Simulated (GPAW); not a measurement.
Crystal: As.

```xyz
2
Lattice="1.8808 1.0859 3.5141 -1.8808 1.0859 3.5141 0.0000 -2.1718 3.5141" Properties=species:S:1:pos:R:3 pbc="T T T"
As    0.0000    0.0000    2.3825
As    0.0000    0.0000    8.1597
```

* Program: GPAW 26.7.0
* Task: relaxation of cell and atoms
* Functional: PBEsol
* Dispersion: D3
* Potentials or basis: PAW data sets generated in the run's folder for this functional
* Cutoff: 600 eV
* Basis: pw
* k mesh: 6 × 6 × 6
* Occupations: fermi-dirac, width 0.05 eV
* Spin: no spin polarisation

At the start: pressure -0.8 GPa; volume 21.53 Å³/atom.

Q: Where does the relaxation end?

A: Over 21 steps the energy falls by 12.9 meV/atom and the volume is 20.66 Å³/atom (-4.0 %); space group R-3m (No. 166, to 0.05 Å).

The path:
| step | energy change (eV) | largest force (eV/Å) | pressure (GPa) | volume (Å³) |
| --- | --- | --- | --- | --- |
| 1 | 0.0000 | 0.3011 | -0.79 | 43.06 |
| 2 | -0.0024 | 0.2593 | -0.84 | 42.99 |
| 3 | -0.0065 | 0.1861 | -0.89 | 42.85 |
| 4 | -0.0110 | 0.1000 | -0.90 | 42.63 |
| 5 | -0.0154 | 0.0254 | -0.79 | 42.32 |
| 6 | -0.0192 | 0.0188 | -0.55 | 41.94 |
| 7 | -0.0221 | 0.0333 | -0.16 | 41.53 |
| 8 | -0.0238 | 0.0320 | 0.31 | 41.13 |
| 9 | -0.0241 | 0.0333 | 0.71 | 40.81 |
| 10 | -0.0242 | 0.0347 | 0.68 | 40.82 |
| 11 | -0.0244 | 0.0370 | 0.61 | 40.86 |
| 12 | -0.0246 | 0.0400 | 0.53 | 40.90 |
| 13 | -0.0249 | 0.0428 | 0.42 | 40.96 |
| 14 | -0.0252 | 0.0447 | 0.30 | 41.03 |
| 15 | -0.0254 | 0.0444 | 0.17 | 41.11 |
| 16 | -0.0256 | 0.0409 | 0.05 | 41.18 |
| 17 | -0.0257 | 0.0322 | -0.07 | 41.26 |
| 18 | -0.0258 | 0.0167 | -0.15 | 41.33 |
| 19 | -0.0258 | 0.0163 | -0.15 | 41.33 |
| 20 | -0.0258 | 0.0154 | -0.14 | 41.33 |
| 21 | -0.0258 | 0.0140 | -0.13 | 41.32 |

Final structure:
```cif
data_structure
_symmetry_space_group_name_H-M 'P 1'
_symmetry_Int_Tables_number 1
_cell_length_a 3.9938
_cell_length_b 3.9938
_cell_length_c 3.9938
_cell_angle_alpha 56.426
_cell_angle_beta 56.426
_cell_angle_gamma 56.426
_cell_volume 41.32
loop_
_atom_site_label
_atom_site_type_symbol
_atom_site_fract_x
_atom_site_fract_y
_atom_site_fract_z
_atom_site_occupancy
As1 As 0.22990 0.22990 0.22990 1
As2 As 0.77010 0.77010 0.77010 1
```

Caveat: later steps reuse the first step's grids; pairwise dispersion overbinds metals, which lowers pressure and volume.
